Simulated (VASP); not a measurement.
Input of a VASP 6.6.1 run:

File INCAR:

```
SYSTEM = CdTe
PREC = Accurate
ENCUT = 600
EDIFF = 1E-8
ISMEAR = 0
SIGMA = 0.03
LREAL = .FALSE.
LASPH = .TRUE.
NELM = 80
ALGO = Normal
ISIF = 2
LWAVE = .FALSE.
LCHARG = .FALSE.
GGA = PE
LEPSILON = .TRUE.
```

File KPOINTS:

```
regular mesh
0
Monkhorst
  12 12 12
  0 0 0
```

POSCAR

```
CdTe                                    
1.0
    0.0000000000      3.3111409339      3.3111409339
    3.3111409339      0.0000000000      3.3111409339
    3.3111409339      3.3111409339      0.0000000000
  Cd              Te            
     1     1
Direct
     0.0000000000000000    0.0000000000000000    0.0000000000000000
     0.2500000000000000    0.2500000000000000    0.2500000000000000
```

Potentials or basis: VASP PAW PBE potentials, release 64 (Cd, Te).

The run is started by

```console
$ cat potpaw_PBE.64/Cd/POTCAR potpaw_PBE.64/Te/POTCAR > POTCAR
$ mpirun -np 1 vasp_std > vasp.out
```

Q: Predict the electronic dielectric tensor (diagonal).

A: 8.99.

Q: Predict the Born charges (mean of the diagonal).

A: Cd +2.30; Te -2.30 e.

Born effective charge tensors (e):
atom 1, Cd
```
2.30 0.00 0.00
0.00 2.30 0.00
0.00 0.00 2.30
```
atom 2, Te
```
-2.30  0.00  0.00
 0.00 -2.30  0.00
 0.00  0.00 -2.30
```

Spin-orbit coupling is left out, which matters for the levels of Te.
